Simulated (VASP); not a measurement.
# RbBr: G0W0 levels extrapolated to a complete basis

RbBr, Pm-3m (no. 221), 2 atoms in the cell. PBE, G0W0 extrapolated in the basis; PAW potentials Rb_sv_GW, Br_GW (PBE set).

GW scheme: G0W0; Iterations: 1; Response cutoff over orbital cutoff: 0.5; Orbital cutoffs (eV): (300 380 480); Frequency points: 48.

## Input

INCAR.step1:
```
SYSTEM = RbBr
ALGO = Normal ; EDIFF = 1E-8
ENCUT = 300 ; GGA = PE
ISMEAR = 0 ; LASPH = .True.
LCHARG = .False. ; LREAL = .False.
LWAVE = .True. ; NELM = 150
PREC = Accurate ; SIGMA = 0.05
```

INCAR.step2, as INCAR.step1 but for:
```
- ALGO = Normal
- NELM = 150
+ ALGO = Exact
+ ISTART = 1
+ LOPTICS = .True.
+ NBANDS = 840
+ NELM = 1
```

INCAR.step3:
```
SYSTEM = RbBr
ALGO = EVGW0 ; ENCUT = 300
ENCUTGW = 150 ; GGA = PE
ISMEAR = 0 ; ISTART = 1
LASPH = .True. ; LCHARG = .False.
LREAL = .False. ; LWAVE = .False.
NBANDS = 840 ; NBANDSGW = 12
NELMGW = 1 ; NOMEGA = 48
PREC = Accurate ; PRECFOCK = Fast
SIGMA = 0.05
```

INCAR.step4:
```
SYSTEM = RbBr
ALGO = Normal ; EDIFF = 1E-8
ENCUT = 380 ; GGA = PE
ISMEAR = 0 ; LASPH = .True.
LCHARG = .False. ; LREAL = .False.
LWAVE = .True. ; NELM = 150
PREC = Accurate ; SIGMA = 0.05
```

INCAR.step5, as INCAR.step4 but for:
```
- ALGO = Normal
- NELM = 150
+ ALGO = Exact
+ ISTART = 1
+ LOPTICS = .True.
+ NBANDS = 1213
+ NELM = 1
```

INCAR.step6:
```
SYSTEM = RbBr
ALGO = EVGW0 ; ENCUT = 380
ENCUTGW = 190 ; GGA = PE
ISMEAR = 0 ; ISTART = 1
LASPH = .True. ; LCHARG = .False.
LREAL = .False. ; LWAVE = .False.
NBANDS = 1216 ; NBANDSGW = 12
NELMGW = 1 ; NOMEGA = 48
PREC = Accurate ; PRECFOCK = Fast
SIGMA = 0.05
```

INCAR.step7:
```
SYSTEM = RbBr
ALGO = Normal ; EDIFF = 1E-8
ENCUT = 480 ; GGA = PE
ISMEAR = 0 ; LASPH = .True.
LCHARG = .False. ; LREAL = .False.
LWAVE = .True. ; NELM = 150
PREC = Accurate ; SIGMA = 0.05
```

INCAR.step8, as INCAR.step7 but for:
```
- ALGO = Normal
- NELM = 150
+ ALGO = Exact
+ ISTART = 1
+ LOPTICS = .True.
+ NBANDS = 1743
+ NELM = 1
```

INCAR.step9:
```
SYSTEM = RbBr
ALGO = EVGW0 ; ENCUT = 480
ENCUTGW = 240 ; GGA = PE
ISMEAR = 0 ; ISTART = 1
LASPH = .True. ; LCHARG = .False.
LREAL = .False. ; LWAVE = .False.
NBANDS = 1744 ; NBANDSGW = 12
NELMGW = 1 ; NOMEGA = 48
PREC = Accurate ; PRECFOCK = Fast
SIGMA = 0.05
```

KPOINTS:
```
k-points
0
Gamma
  2 2 2
```

POSCAR:
```
RbBr
1.0
    4.1260773000      0.0000000000      0.0000000000
    0.0000000000      4.1260773000      0.0000000000
    0.0000000000      0.0000000000      4.1260773000
Rb Br
1 1
Direct
    0.0000000000      0.0000000000      0.0000000000
    0.5000000000      0.5000000000      0.5000000000
```

Commands (each step's output is kept before the next begins):
```
cat potpaw_PBE.64/Rb_sv_GW/POTCAR potpaw_PBE.64/Br_GW/POTCAR > POTCAR
cp INCAR.step1 INCAR
mpirun -np 4 vasp_std > vasp.out
cp INCAR.step2 INCAR
mpirun -np 4 vasp_std > vasp.out
cp INCAR.step3 INCAR
mpirun -np 4 vasp_std > vasp.out
rm WAVECAR CHG WAVEDER
cp INCAR.step4 INCAR
mpirun -np 4 vasp_std > vasp.out
cp INCAR.step5 INCAR
mpirun -np 4 vasp_std > vasp.out
cp INCAR.step6 INCAR
mpirun -np 4 vasp_std > vasp.out
rm WAVECAR CHG WAVEDER
cp INCAR.step7 INCAR
mpirun -np 4 vasp_std > vasp.out
cp INCAR.step8 INCAR
mpirun -np 4 vasp_std > vasp.out
cp INCAR.step9 INCAR
mpirun -np 4 vasp_std > vasp.out
```

## Result

- Gap on the mesh, extrapolated (eV): 6.49
- Gap at the zone centre, extrapolated (eV): 6.64
- Shift of the valence top, extrapolated (eV): -2.20
- Shift of the conduction bottom, extrapolated (eV): 0.31
- Largest miss of the line in the mesh gap (eV): 0.007

Levels against the basis:

| orbital cutoff (eV) | plane waves | bands | gap (eV) | gap at the zone centre (eV) | shift of the valence top (eV) | shift of the conduction bottom (eV) |
|---|---|---|---|---|---|---|
| 300 | 840 | 840 | 6.311 | 6.473 | -1.859 | 0.464 |
| 380 | 1213 | 1216 | 6.376 | 6.542 | -1.964 | 0.424 |
| 480 | 1743 | 1744 | 6.403 | 6.556 | -2.036 | 0.379 |

VASP 6.6.1 took 120 s on 4 cores (AMD EPYC 9R45 (Zen 5)), a shared host.
